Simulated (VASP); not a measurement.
# AlP (F-43m) in VASP: single point with PBEsol

Aim: the single point of AlP with PBEsol.

Program: VASP 6.6.1. These are calculated values, not measurements. Logs are shortened: lines on timing, memory, paths and dates and some standing lists are left out, and cuts for length are marked.

**What was measured.**

From a printed reference work, data compilation, for a bulk crystal of AlP at 4.2 K: band gap 2.505 eV (indirect).

The runs below are set against these values where they give the same quantity.

## Step 1: The cell of the first run

Symmetry: F-43m, No. 216, cubic system. Conventional cell: a = 5.451 Å, b = 5.451 Å, c = 5.451 Å, α = 90.00°, β = 90.00°, γ = 90.00°. Al (site symmetry -43m) has 4 P at 2.36 Å within 3.1 Å. Within 3.1 Å of P (site symmetry -43m) lie 4 Al at 2.36 Å.

## Step 2: Single point, PBEsol

INCAR

```
  PREC = Accurate
  ENCUT = 500
  EDIFF = 1E-6
  ISMEAR = -1
  SIGMA = 0.05
  LREAL = False
  LASPH = True
  NELM = 120
  ALGO = Normal
  ISIF = 2
  LWAVE = False
  LCHARG = False
  GGA = PS
  NBANDS = 11
  GGA_COMPAT = False
```

KPOINTS

```
Automatic mesh
0
Gamma
  6 6 6
```

POSCAR

```
AlP
1.0
    0.0000000000      2.7255000000      2.7255000000
    2.7255000000      0.0000000000      2.7255000000
    2.7255000000      2.7255000000      0.0000000000
Al P
1 1
Direct
    0.0000000000      0.0000000000      0.0000000000
    0.2500000000      0.2500000000      0.2500000000
```

Potentials or basis: VASP PAW PBE potentials, release 64 (Al, P).

The run is started by

```
$ cat potpaw_PBE.64/Al/POTCAR potpaw_PBE.64/P/POTCAR > POTCAR
$ mpirun -np 1 vasp_std > vasp.out
```

OUTCAR:

```text
PREC = Accurate
   ENCUT = 500
   EDIFF = 1E-6
   ISMEAR = -1
   LREAL = False
   LASPH = True
   NELM = 120
   ISIF = 2
   GGA = PS

 ion  position               nearest neighbor table
   1  0.000  0.000  0.000-   2 2.36   2 2.36   2 2.36   2 2.36
   2  0.250  0.250  0.250-   1 2.36   1 2.36   1 2.36   1 2.36

  LATTYP: Found a face centered cubic cell.
 ALAT       =     5.4510000000

  Lattice vectors:

 A1 = (   0.0000000000,   2.7255000000,   2.7255000000)
 A2 = (   2.7255000000,   0.0000000000,   2.7255000000)
 A3 = (   2.7255000000,   2.7255000000,   0.0000000000)

Analysis of symmetry for initial positions (statically):
=====================================================================
 Subroutine PRICEL returns:
 Original cell was already a primitive cell.

 Routine SETGRP: Setting up the symmetry group for a
 face centered cubic supercell.

 Subroutine GETGRP returns: Found 24 space group operations
 (whereof 24 operations were pure point group operations)
 out of a pool of 48 trial point group operations.

The static configuration has the point symmetry T_d .

Analysis of symmetry for dynamics (positions and initial velocities):
=====================================================================
 Subroutine PRICEL returns:
 Original cell was already a primitive cell.

 Routine SETGRP: Setting up the symmetry group for a
 face centered cubic supercell.

 Subroutine GETGRP returns: Found 24 space group operations
 (whereof 24 operations were pure point group operations)
 out of a pool of 48 trial point group operations.

The dynamic configuration has the point symmetry T_d .

 Subroutine INISYM returns: Found 24 space group operations
 (whereof 24 operations are pure point group operations),
 and found     1 'primitive' translations

----------------------------------------------------------------------------------------

                                     Primitive cell

  volume of cell :      40.4919

  direct lattice vectors                    reciprocal lattice vectors
     0.000000000  2.725500000  2.725500000    -0.183452578  0.183452578  0.183452578
     2.725500000  0.000000000  2.725500000     0.183452578 -0.183452578  0.183452578
     2.725500000  2.725500000  0.000000000     0.183452578  0.183452578 -0.183452578

  length of vectors
     3.854439064  3.854439064  3.854439064     0.317749185  0.317749185  0.317749185

  position of ions in fractional coordinates (direct lattice)
     0.000000000  0.000000000  0.000000000
     0.250000000  0.250000000  0.250000000

  ion indices of the primitive-cell ions
   primitive index   ion index
                 1           1
                 2           2

----------------------------------------------------------------------------------------

 KPOINTS: Automatic mesh

Automatic generation of k-mesh.
 Grid dimensions read from file:
 generate k-points for:    6    6    6

 Generating k-lattice:

  Cartesian coordinates                     Fractional coordinates (reciprocal lattice)
    -0.030575430  0.030575430  0.030575430     0.166666667  0.000000000  0.000000000
     0.030575430 -0.030575430  0.030575430     0.000000000  0.166666667  0.000000000
     0.030575430  0.030575430 -0.030575430     0.000000000  0.000000000  0.166666667

  Length of vectors
     0.052958198  0.052958198  0.052958198

  Shift w.r.t. Gamma in fractional coordinates (k-lattice)
     0.000000000  0.000000000  0.000000000

 Subroutine IBZKPT returns following result:
 ===========================================

 Found     16 irreducible k-points:

 Following reciprocal coordinates:
            Coordinates               Weight
  0.000000  0.000000  0.000000      1.000000
  0.166667  0.000000  0.000000      8.000000
  0.333333  0.000000  0.000000      8.000000
  0.500000  0.000000  0.000000      4.000000
  0.166667  0.166667  0.000000      6.000000
  0.333333  0.166667  0.000000     24.000000
[... 8 lines left out ...]
 -0.333333  0.333333  0.166667     24.000000
 -0.333333  0.500000  0.166667     12.000000
   k-points           NKPTS =     16   k-points in BZ     NKDIM =     16   number of bands    NBANDS=     11
   number of dos      NEDOS =    301   number of ions     NIONS =      2
   total plane-waves  NPLWV =  21952
   dimension x,y,z NGX =    28 NGY =   28 NGZ =   28
   dimension x,y,z NGXF=    56 NGYF=   56 NGZF=   56
   ions per type =               1   1
   NGX,Y,Z   is equivalent  to a cutoff of  12.08, 12.08, 12.08 a.u.
   NGXF,Y,Z  is equivalent  to a cutoff of  24.15, 24.15, 24.15 a.u.
 SYSTEM =  unknown system
   PREC   = accura    normal or accurate (medium, high low for compatibility)
   ISTART =      0    job   : 0-new  1-cont  2-samecut
   ICHARG =      2    charge: 1-file 2-atom 10-const
   ISPIN  =      1    spin polarized calculation?
   LNONCOLLINEAR =      F non collinear calculations
   LSORBIT =      F    spin-orbit coupling
   LASPH  =      T    aspherical Exc in radial PAW
   ENCUT  =  500.0 eV  36.75 Ry    6.06 a.u.   7.03  7.03  7.03*2*pi/ulx,y,z
   NELM   =    120;   NELMIN=  2; NELMDL= -5     # of ELM steps
   EDIFF  = 0.1E-05   stopping-criterion for ELM
   LREAL  =      F    real-space projection
   EDIFFG = 0.1E-04   stopping-criterion for IOM
   NSW    =      0    number of steps for IOM
   IBRION =     -1    ionic relax: 0-MD 1-quasi-New 2-CG
   NFREE  =      0    steps in history (QN), initial steepest desc. (CG)
   ISIF   =      2    stress and relaxation
   ISYM   =      2    0-nonsym 1-usesym 2-fastsym
   POTIM  = 0.5000    time-step for ionic-motion
   TEBEG  =    0.0;   TEEND  =   0.0 temperature during run
   PSTRESS=    0.0 pullay stress
   NELECT =       8.0000    total number of electrons
   NUPDOWN=      -1.0000    fix difference up-down
   EMIN   =  10.00;   EMAX   =-10.00  energy-range for DOS
   EFERMI =   0.00;   METHOD = LEGACY
   ISMEAR =    -1;   SIGMA  =   0.05  broadening in eV -4-tet -1-fermi 0-gaus
   EFERMI_NEDOS =   21; number of points for ismear=-14 and -15
   IALGO  =     38    algorithm
   IMIX   =      4    mixing-type and parameters
     AMIX     =   0.40;   BMIX     =  1.00
     AMIX_MAG =   1.60;   BMIX_MAG =  1.00
  volume/ion in A,a.u.               =      20.25       136.63
  Fermi-wavevector in a.u.,A,eV,Ry     =   0.953488  1.801831 12.369596  0.909140
  Thomas-Fermi vector in A             =   2.082148
   LORBIT       =      0    0 simple, 1 ext, 2 COOP (PROOUT), +10 PAW based schemes
   GGA     = PS    functional components
   LHFCALC =     F    Hartree Fock is set to
   AEXX    =    0.0000 exact exchange contribution
   IVDW    =     0    specifies the selected vdW correction
   LEPSILON=     F    determine dielectric tensor
   LRPA    =     F    only Hartree local field effects (RPA)
 non-spin polarized calculation
  energy-cutoff  :      500.00
  volume of cell :       40.49
 maximum number of plane-waves:      1056
   NGX = 13   NGY = 13   NGZ = 13

 number of electron       8.0000000 magnetization

 Free energy of the ion-electron system (eV)
  ---------------------------------------------------
  ext. energy  EPLUGINS =         0.00000000
  ---------------------------------------------------
  free energy    TOTEN  =       -10.98532232 eV

  energy without entropy =      -10.98532229  energy(sigma->0) =      -10.98532230

 E-fermi :   5.2994     XC(G=0):  -9.3822

 val. band max:        4.5858621701   @ k =   0.0000   0.0000   0.0000
 cond. band min:       6.0106002066   @ k =   0.5000   0.5000   0.0000
 fundamental gap:      1.4247380365
 Fermi energy:         5.2994255723

 k-point     1 :       0.0000    0.0000    0.0000
  band No.  band energies     occupation
      1      -6.9713      2.00000
      2       4.5859      2.00000
      3       4.5859      2.00000
      4       4.5859      2.00000
      5       7.8296      0.00000
      6       9.1014      0.00000
      7       9.1014      0.00000
      8       9.1014      0.00000
      9      13.3911      0.00000
     10      13.3911      0.00000
     11      14.7133      0.00000

 k-point     2 :       0.1667    0.0000    0.0000
  band No.  band energies     occupation
      1      -6.6642      2.00000
      2       2.6860      2.00000
      3       4.3398      2.00000
      4       4.3398      2.00000
      5       8.1552      0.00000
      6       9.5391      0.00000
      7       9.5391      0.00000
      8      10.2001      0.00000
      9      12.7188      0.00000
     10      12.7188      0.00000
     11      15.2699      0.00000

 k-point     3 :       0.3333    0.0000    0.0000
  band No.  band energies     occupation
      1      -5.8615      2.00000
      2       0.1917      2.00000
      3       3.9652      2.00000
      4       3.9652      2.00000
      5       7.5745      0.00000
      6       9.5711      0.00000
      7       9.5711      0.00000
      8      12.4091      0.00000
      9      13.6668      0.00000
     10      13.6668      0.00000
     11      14.7728      0.00000

 k-point     4 :       0.5000    0.0000    0.0000
  band No.  band energies     occupation
      1      -5.2595      2.00000
      2      -1.0201      2.00000
      3       3.8148      2.00000
      4       3.8148      2.00000
      5       7.3349      0.00000
      6       9.3318      0.00000
      7       9.3318      0.00000
      8      12.6761      0.00000
      9      16.1138      0.00000
     10      16.1138      0.00000
     11      16.3205      0.00000

 k-point     5 :       0.1667    0.1667    0.0000
  band No.  band energies     occupation
      1      -6.5606      2.00000
      2       2.8725      2.00000
      3       3.8250      2.00000
      4       3.8250      2.00000
      5       8.1009      0.00000
      6       9.2181      0.00000
      7      10.4188      0.00000
      8      10.4188      0.00000
      9      11.6189      0.00000
     10      13.9197      0.00000
     11      16.5431      0.00000
[... 99 lines left out ...]
 k-point    13 :       0.5000    0.5000    0.0000
  band No.  band energies     occupation
      1      -4.5850      2.00000
      2      -0.7739      2.00000
      3       2.4501      2.00000
      4       2.4501      2.00000
      5       6.0106      0.00000
      6       6.9484      0.00000
      7      15.6184      0.00000
      8      15.6184      0.00000
      9      16.5915      0.00000
     10      16.6831      0.00000
     11      16.6831      0.00000

 k-point    14 :       0.5000    0.3333    0.1667
  band No.  band energies     occupation
      1      -5.2248      2.00000
      2       0.1233      2.00000
      3       1.8562      2.00000
      4       2.9623      2.00000
      5       8.3431      0.00000
      6       9.3487      0.00000
      7      10.0288      0.00000
      8      12.7739      0.00000
      9      13.9001      0.00000
     10      16.0315      0.00000
     11      17.9604      0.00000

 k-point    15 :      -0.3333    0.3333    0.1667
  band No.  band energies     occupation
      1      -4.7518      2.00000
      2      -0.4542      2.00000
      3       1.3943      2.00000
      4       2.5600      2.00000
      5       8.5371      0.00000
      6       9.4886      0.00000
      7      11.4320      0.00000
      8      12.1754      0.00000
      9      13.4408      0.00000
     10      16.4709      0.00000
     11      17.5030      0.00000

 k-point    16 :      -0.3333    0.5000    0.1667
  band No.  band energies     occupation
      1      -4.5459      2.00000
      2      -0.4970      2.00000
      3       1.6153      2.00000
      4       1.8569      2.00000
      5       7.7869      0.00000
      6       8.8271      0.00000
      7      12.1794      0.00000
      8      12.5542      0.00000
      9      15.7882      0.00000
     10      16.5711      0.00000
     11      17.7992      0.00000

------------------------ aborting loop because EDIFF is reached ----------------------------------------

  FORCE on cell =-STRESS in cart. coord.  units (eV):
  Direction    XX          YY          ZZ          XY          YZ          ZX
  --------------------------------------------------------------------------------------
  -------------------------------------------------------------------------------------
  Total        0.2595929      0.2595929      0.2595929      0.0000000      0.0000000     -0.0000000
  in kB       10.2715232     10.2715232     10.2715232      0.0000000      0.0000000     -0.0000000
  external PRESSURE =      10.2715232 kB  Pullay stress =       0.0000000 kB

 VOLUME and BASIS-vectors are now :
 -----------------------------------------------------------------------------
  energy-cutoff  :      500.00
  volume of cell :       40.49
      direct lattice vectors                 reciprocal lattice vectors
     0.000000000  2.725500000  2.725500000    -0.183452578  0.183452578  0.183452578
     2.725500000  0.000000000  2.725500000     0.183452578 -0.183452578  0.183452578
     2.725500000  2.725500000  0.000000000     0.183452578  0.183452578 -0.183452578

 POSITION                                       TOTAL-FORCE (eV/Angst)
 -----------------------------------------------------------------------------------
      0.00000      0.00000      0.00000         0.000000      0.000000      0.000000
      1.36275      1.36275      1.36275        -0.000000     -0.000000     -0.000000
 -----------------------------------------------------------------------------------
    total drift:                                0.000000      0.000000      0.000000

  FREE ENERGIE OF THE ION-ELECTRON SYSTEM (eV)
  ---------------------------------------------------
  free  energy   TOTEN  =       -10.9853223158 eV

  energy  without entropy=      -10.9853222874  energy(sigma->0) =      -10.98532230
```

Wall time 5.9 s (1 thread of AMD EPYC 7R13 (Zen 3), shared host); peak memory 0.12 GiB.

What came out:

```
Free energy            : -10.9853 eV
Pressure               : 1.0 GPa
Band gap on the k mesh : 1.42 eV, indirect (least direct gap 3.24 eV)
```

Caveat: the PAW data sets were made with another functional, which shifts forces and pressure a little.

## Step 3: Against experiment

Step 2. A measured gap of AlP is 2.505 eV (indirect; 4.2 K; a printed reference work, data compilation); the calculated 1.42 eV misses it by -1.08 eV. The value is that of PBEsol on a finite k mesh, which can miss the band edges, without temperature or zero-point motion. Semilocal functionals fall short of measured gaps as a rule.
